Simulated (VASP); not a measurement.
# GaN (P6_3mc) in VASP: further runs

The runs below take GaN through relaxation of cell and atoms, with PBE.

Everything below comes from runs of VASP 6.6.1. Logs are shortened: lines on timing, memory, paths and dates and some standing lists are left out, and cuts for length are marked.

**1. The structure**

It takes space group P6_3mc (No. 186, hexagonal). The conventional cell has a = 3.180 Å, b = 3.180 Å, c = 5.166 Å, α = 90.00°, β = 90.00°, γ = 120.00°. Around Ga (site symmetry 3m) lie 4 N at 1.94 to 1.95 Å. N (site symmetry 3m) has 4 Ga at 1.94 to 1.95 Å as nearest neighbours.

**2. Relaxation of cell and atoms, PBE**

File INCAR:

```
  PREC = Accurate
  ENCUT = 300
  EDIFF = 1E-6
  ISMEAR = 0
  SIGMA = 0.03
  LREAL = F
  LASPH = T
  NELM = 80
  ALGO = Normal
  ISIF = 3
  LWAVE = F
  LCHARG = F
  GGA = PE
  IBRION = 2
  NSW = 90
  EDIFFG = -0.01
```

File KPOINTS:

```
regular mesh
0
Gamma
  6 6 3
```

File POSCAR:

```
GaN
1.0
    3.1800000000      0.0000000000      0.0000000000
   -1.5900000000      2.7539607840      0.0000000000
    0.0000000000      0.0000000000      5.1660000000
Ga N
2 2
Direct
    0.3333333333      0.6666666667      0.0000000000
    0.6666666667      0.3333333333      0.5000000000
    0.3333333333      0.6666666667      0.3750000000
    0.6666666667      0.3333333333      0.8750000000
```

Potentials or basis: VASP PAW PBE potentials, release 64 (Ga_d, N_s).

On the command line:

```sh
cat potpaw_PBE.64/Ga_d/POTCAR potpaw_PBE.64/N_s/POTCAR > POTCAR
mpirun -np 1 vasp_std > vasp.out
```

OUTCAR:

```text
PREC = Accurate
   ENCUT = 300
   EDIFF = 1E-6
   ISMEAR = 0
   LREAL = F
   LASPH = T
   NELM = 80
   ISIF = 3
   GGA = PE
   IBRION = 2
   NSW = 90
   EDIFFG = -0.01

 ion  position               nearest neighbor table
   1  0.333  0.667  0.000-   3 1.94   4 1.95   4 1.95   4 1.95
   2  0.667  0.333  0.500-   4 1.94   3 1.95   3 1.95   3 1.95
   3  0.333  0.667  0.375-   1 1.94   2 1.95   2 1.95   2 1.95
   4  0.667  0.333  0.875-   2 1.94   1 1.95   1 1.95   1 1.95

  LATTYP: Found a hexagonal cell.
 ALAT       =     3.1800000000
 C/A-ratio  =     1.6245283019

  Lattice vectors:

 A1 = (   3.1800000000,   0.0000000000,   0.0000000000)
 A2 = (  -1.5900000000,   2.7539607840,   0.0000000000)
 A3 = (   0.0000000000,   0.0000000000,   5.1660000000)

Analysis of symmetry for initial positions (statically):
=====================================================================
 Subroutine PRICEL returns:
 Original cell was already a primitive cell.

 Routine SETGRP: Setting up the symmetry group for a
 hexagonal supercell.

 Subroutine GETGRP returns: Found 12 space group operations
 (whereof  6 operations were pure point group operations)
 out of a pool of 24 trial point group operations.

The static configuration has the point symmetry C_3v.
 The point group associated with its full space group is C_6v.

Analysis of symmetry for dynamics (positions and initial velocities):
=====================================================================
 Subroutine PRICEL returns:
 Original cell was already a primitive cell.

 Routine SETGRP: Setting up the symmetry group for a
 hexagonal supercell.

 Subroutine GETGRP returns: Found 12 space group operations
 (whereof  6 operations were pure point group operations)
 out of a pool of 24 trial point group operations.

The dynamic configuration has the point symmetry C_3v.
 The point group associated with its full space group is C_6v.

 Subroutine INISYM returns: Found 12 space group operations
 (whereof  6 operations are pure point group operations),
 and found     1 'primitive' translations

----------------------------------------------------------------------------------------

                                     Primitive cell
[... 71 lines left out ...]
   ions per type =               2   2
   NGX,Y,Z   is equivalent  to a cutoff of   9.41,  9.41,  9.65 a.u.
   NGXF,Y,Z  is equivalent  to a cutoff of  18.82, 18.82, 19.31 a.u.
 SYSTEM =  unknown system
   PREC   = accura    normal or accurate (medium, high low for compatibility)
   ISTART =      0    job   : 0-new  1-cont  2-samecut
   ICHARG =      2    charge: 1-file 2-atom 10-const
   ISPIN  =      1    spin polarized calculation?
   LNONCOLLINEAR =      F non collinear calculations
   LSORBIT =      F    spin-orbit coupling
   LASPH  =      T    aspherical Exc in radial PAW
   ENCUT  =  300.0 eV  22.05 Ry    4.70 a.u.   4.49  4.49  7.30*2*pi/ulx,y,z
   NELM   =     80;   NELMIN=  2; NELMDL= -5     # of ELM steps
   EDIFF  = 0.1E-05   stopping-criterion for ELM
   LREAL  =      F    real-space projection
   EDIFFG = -.1E-01   stopping-criterion for IOM
   NSW    =     90    number of steps for IOM
   IBRION =      2    ionic relax: 0-MD 1-quasi-New 2-CG
   NFREE  =      1    steps in history (QN), initial steepest desc. (CG)
   ISIF   =      3    stress and relaxation
   ISYM   =      2    0-nonsym 1-usesym 2-fastsym
   POTIM  = 0.5000    time-step for ionic-motion
   TEBEG  =    0.0;   TEEND  =   0.0 temperature during run
   PSTRESS=    0.0 pullay stress
   NELECT =      36.0000    total number of electrons
   NUPDOWN=      -1.0000    fix difference up-down
   EMIN   =  10.00;   EMAX   =-10.00  energy-range for DOS
   EFERMI =   0.00;   METHOD = LEGACY
   ISMEAR =     0;   SIGMA  =   0.03  broadening in eV -4-tet -1-fermi 0-gaus
   EFERMI_NEDOS =   21; number of points for ismear=-14 and -15
   IALGO  =     38    algorithm
   IMIX   =      4    mixing-type and parameters
     AMIX     =   0.40;   BMIX     =  1.00
     AMIX_MAG =   1.60;   BMIX_MAG =  1.00
  volume/ion in A,a.u.               =      11.31        76.33
  Fermi-wavevector in a.u.,A,eV,Ry     =   1.517036  2.866782 31.312427  2.301398
  Thomas-Fermi vector in A             =   2.626345
   LORBIT       =      0    0 simple, 1 ext, 2 COOP (PROOUT), +10 PAW based schemes
   GGA     = PE    functional components
   LHFCALC =     F    Hartree Fock is set to
   AEXX    =    0.0000 exact exchange contribution
   IVDW    =     0    specifies the selected vdW correction
   LEPSILON=     F    determine dielectric tensor
   LRPA    =     F    only Hartree local field effects (RPA)
 conjugate gradient relaxation of ions
 non-spin polarized calculation
 Gauss-broadening in eV      SIGMA  =   0.03
  energy-cutoff  :      300.00
  volume of cell :       45.24
 maximum number of plane-waves:       550
 NGX is ok and might be reduce to    18
   NGX =  9   NGY =  9   NGZ = 15

--------------------------------------- Ionic step        1  -------------------------------------------

 number of electron      36.0000018 magnetization

 Free energy of the ion-electron system (eV)
  ---------------------------------------------------
  ext. energy  EPLUGINS =         0.00000000
  ---------------------------------------------------
  free energy    TOTEN  =       -24.28616855 eV

  energy without entropy =      -24.28616855  energy(sigma->0) =      -24.28616855

------------------------ aborting loop because EDIFF is reached ----------------------------------------

  FORCE on cell =-STRESS in cart. coord.  units (eV):
  Direction    XX          YY          ZZ          XY          YZ          ZX
  --------------------------------------------------------------------------------------
  -------------------------------------------------------------------------------------
  Total        1.6688683      1.6688683      2.2618731      0.0000000     -0.0000000     -0.0000000
  in kB       59.1008022     59.1008022     80.1012975      0.0000000     -0.0000000     -0.0000000
  external PRESSURE =      66.1009673 kB  Pullay stress =       0.0000000 kB
[... 215 lines left out ...]
--------------------------------------- Ionic step        7  -------------------------------------------

 number of electron      35.9999991 magnetization

 Free energy of the ion-electron system (eV)
  ---------------------------------------------------
  ext. energy  EPLUGINS =         0.00000000
  ---------------------------------------------------
  free energy    TOTEN  =       -24.31790137 eV

  energy without entropy =      -24.31790137  energy(sigma->0) =      -24.31790137

 E-fermi :   5.5782     XC(G=0): -11.5492

 val. band max:        5.3852758969   @ k =   0.0000   0.0000   0.0000
 cond. band min:       7.1489893047   @ k =   0.0000   0.0000   0.0000
 fundamental gap:      1.7637134077
 Fermi energy:         5.5782316083

 k-point     1 :       0.0000    0.0000    0.0000
  band No.  band energies     occupation
      1     -10.4044      2.00000
      2      -9.5542      2.00000
      3      -8.0297      2.00000
      4      -8.0150      2.00000
      5      -8.0150      2.00000
      6      -7.9577      2.00000
[... 370 lines left out ...]
  FREE ENERGIE OF THE ION-ELECTRON SYSTEM (eV)
  ---------------------------------------------------
  free  energy   TOTEN  =       -24.3179013654 eV

  energy  without entropy=      -24.3179013654  energy(sigma->0) =      -24.31790137

 reached required accuracy - stopping structural energy minimisation
```

CONTCAR:

```text
GaN
   1.00000000000000
     3.2112222513974196   -0.0000000000000000    0.0000000000000000
    -1.6056111256987098    2.7810000468724936   -0.0000000000000000
    -0.0000000000000000   -0.0000000000000000    5.2321425913488682
  Ga              N
     2     2
Direct
     0.3333333332999970    0.6666666667000030    0.9992025996091742
     0.6666666667000030    0.3333333332999970    0.4992025996091743
     0.3333333332999970    0.6666666667000030    0.3757974003908257
     0.6666666667000030    0.3333333332999970    0.8757974003908258

  0.00000000E+00  0.00000000E+00  0.00000000E+00
  0.00000000E+00  0.00000000E+00  0.00000000E+00
  0.00000000E+00  0.00000000E+00  0.00000000E+00
  0.00000000E+00  0.00000000E+00  0.00000000E+00
```

Run time: 33 s. Hardware: 1 thread of Intel Xeon 6975P-C (Granite Rapids), shared host; peak memory 0.13 GiB.

These settings aren't checked as converged: the numbers below hold their error.

What came out:

| Property | Result |
| --- | --- |
| Free energy | -24.3179 eV |
| Relaxed volume | 11.68 Å³/atom |
| Relaxed cell | a = 3.211 Å, b = 3.211 Å, c = 5.232 Å, α = 90.00°, β = 90.00°, γ = 120.00° |
| Space group after relaxing (to 0.05 Å) | P6_3mc (No. 186) |
| Energy gained by relaxing | 7.9 meV/atom |
| Ionic steps | 7 |
| Largest force after relaxing | 0.004 eV/Å |
| Band gap on the k mesh | 1.76 eV, direct |

Caveat: the cutoff is under 1.25 times the usual one of these potentials, so pressure, stress and relaxed cells hold a basis-set (Pulay) error.

**3. Relaxation of cell and atoms, PBE**

This run uses another cell than the first one, of 11.68 Å³/atom, 1.033 times its volume.

Edit INCAR of step 2 so:

```diff
@@ -2,3 +2,3 @@
   ENCUT = 300
-  EDIFF = 1E-6
+  EDIFF = 1E-7
   ISMEAR = 0
@@ -15,2 +15,2 @@
   NSW = 90
-  EDIFFG = -0.01
+  EDIFFG = -0.005
```

KPOINTS is that of step 2.

File POSCAR:

```
GaN                                     
1.0
    3.2112222514     -0.0000000000      0.0000000000
   -1.6056111257      2.7810000469     -0.0000000000
   -0.0000000000     -0.0000000000      5.2321425913
  Ga              N             
     2     2
Direct
     0.3333333332999970    0.6666666667000030    0.9992025996091742
     0.6666666667000030    0.3333333332999970    0.4992025996091743
     0.3333333332999970    0.6666666667000030    0.3757974003908257
     0.6666666667000030    0.3333333332999970    0.8757974003908258
```

Potentials or basis: VASP PAW PBE potentials, release 64 (Ga_d, N_s).

On the command line:

```sh
cat potpaw_PBE.64/Ga_d/POTCAR potpaw_PBE.64/N_s/POTCAR > POTCAR
mpirun -np 1 vasp_std > vasp.out
```

Wall time 20 s (1 thread of Intel Xeon 6975P-C (Granite Rapids), shared host); peak memory 0.13 GiB.

The run converged, but some of its settings lie outside the range that counts as converged, so its numbers aren't taken as properties of the crystal.

What came out:

| Item | Value |
| --- | --- |
| Free energy | -24.3288 eV |
| Relaxed volume | 11.71 Å³/atom |
| Relaxed cell | a = 3.214 Å, b = 3.214 Å, c = 5.237 Å, α = 90.00°, β = 90.00°, γ = 120.00° |
| Space group after relaxing (to 0.05 Å) | P6_3mc (No. 186) |
| Energy gained by relaxing | 0.0 meV/atom |
| Ionic steps | 3 |
| Band gap on the k mesh | 1.75 eV, direct |

Caveat: the cutoff is under 1.25 times the usual one of these potentials, so pressure, stress and relaxed cells hold a basis-set (Pulay) error.

**4. Relaxation of cell and atoms, PBE**

File INCAR:

```
  PREC = Accurate
  ENCUT = 300
  EDIFF = 1E-6
  ISMEAR = 0
  SIGMA = 0.03
  LREAL = False
  LASPH = True
  NELM = 80
  ALGO = Normal
  ISIF = 3
  LWAVE = False
  LCHARG = False
  GGA = PE
  IBRION = 2
  NSW = 90
  EDIFFG = -0.01
```

File KPOINTS:

```
Automatic mesh
0
Gamma
  6 6 3
```

File POSCAR:

```
GaN
1.0
    3.1800000000      0.0000000000      0.0000000000
   -1.5900000000      2.7539607840      0.0000000000
    0.0000000000      0.0000000000      5.1660000000
Ga N
2 2
Direct
    0.3333333333      0.6666666667      0.0000000000
    0.6666666667      0.3333333333      0.5000000000
    0.3333333333      0.6666666667      0.3750000000
    0.6666666667      0.3333333333      0.8750000000
```

On the command line:

```sh
cat potpaw_PBE.64/Ga_d/POTCAR potpaw_PBE.64/N_s/POTCAR > POTCAR
mpirun -np 1 vasp_std > vasp.out
```

It took 23 s on 1 thread of AMD EPYC 9R45 (Zen 5), shared host; peak memory 0.1 GiB.

The run converged, but some of its settings lie outside the range that counts as converged, so its numbers aren't taken as properties of the crystal.

What came out:

| Quantity | Value |
| --- | --- |
| Free energy | -24.3179 eV |
| Relaxed volume | 11.68 Å³/atom |
| Relaxed cell | a = 3.211 Å, b = 3.211 Å, c = 5.232 Å, α = 90.00°, β = 90.00°, γ = 120.00° |
| Space group after relaxing (to 0.05 Å) | P6_3mc (No. 186) |
| Energy gained by relaxing | 7.9 meV/atom |
| Ionic steps | 7 |
| Largest force after relaxing | 0.004 eV/Å |
| Band gap on the k mesh | 1.76 eV, direct |

Caveat: the cutoff is under 1.25 times the usual one of these potentials, so pressure, stress and relaxed cells hold a basis-set (Pulay) error.
